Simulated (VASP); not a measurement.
**AgI (Iodargyrite): relaxation of cell and atoms with AM05**

Crystal: AgI (Iodargyrite).

```
CELL_PARAMETERS angstrom
4.58831 0.00000 0.00000
-2.29416 3.97359 0.00000
0.00000 0.00000 7.50565
ATOMIC_POSITIONS crystal
Ag 0.66667 0.33333 0.62760
Ag 0.33333 0.66667 0.12760
I 0.66667 0.33333 0.00240
I 0.33333 0.66667 0.50240
```

* Program: VASP 6.6.1
* Task: relaxation of cell and atoms
* Functional: AM05
* Potentials or basis: VASP PAW PBE potentials, release 64 (Ag, I)
* Cutoff: 600 eV
* k mesh: 9 × 9 × 4
* Occupations: gaussian, width 0.03 eV
* Spin: no spin polarisation
* Further INCAR settings: ALGO = Normal; EDIFF = 1e-07; IBRION = 2; EDIFFG = -0.005; NSW = 90; ISIF = 3

```
Pressure after relaxing : 0.0 GPa
Band gap on the k mesh  : 1.35 eV, direct
```

Final structure:
```
CELL_PARAMETERS angstrom
4.58831 0.00000 0.00000
-2.29416 3.97359 0.00000
0.00000 0.00000 7.50565
ATOMIC_POSITIONS crystal
Ag 0.66667 0.33333 0.62760
Ag 0.33333 0.66667 0.12760
I 0.66667 0.33333 0.00240
I 0.33333 0.66667 0.50240
```

Levels at points of the mesh, in eV from the valence-band top:
| k point | band 14 | band 15 | band 16 | band 17 | band 18 | band 19 | band 20 | band 21 | band 22 |
| --- | --- | --- | --- | --- | --- | --- | --- | --- | --- |
| (0.00, 0.00, 0.00) | -0.72 | -0.72 | -0.07 | 0.00 | 0.00 | 1.35 | 2.61 | 5.73 | 5.73 |
| (0.00, 0.00, 0.50) | -1.71 | -0.37 | -0.37 | -0.37 | -0.37 | 2.64 | 2.64 | 5.65 | 5.65 |

Wall time 90 s on 1 thread of Intel(R) Xeon(R) Platinum 8488C (Sapphire Rapids), with other jobs on the host, peak memory 0.36 GiB.

Caveat: the relaxation stopped at its first step, so nothing moved; the PAW data sets were made with another functional, which shifts forces and pressure a little; spin-orbit coupling is left out, which moves the levels of the heavy elements; an odd mesh through Γ misses points on the zone boundary, where band edges often lie.
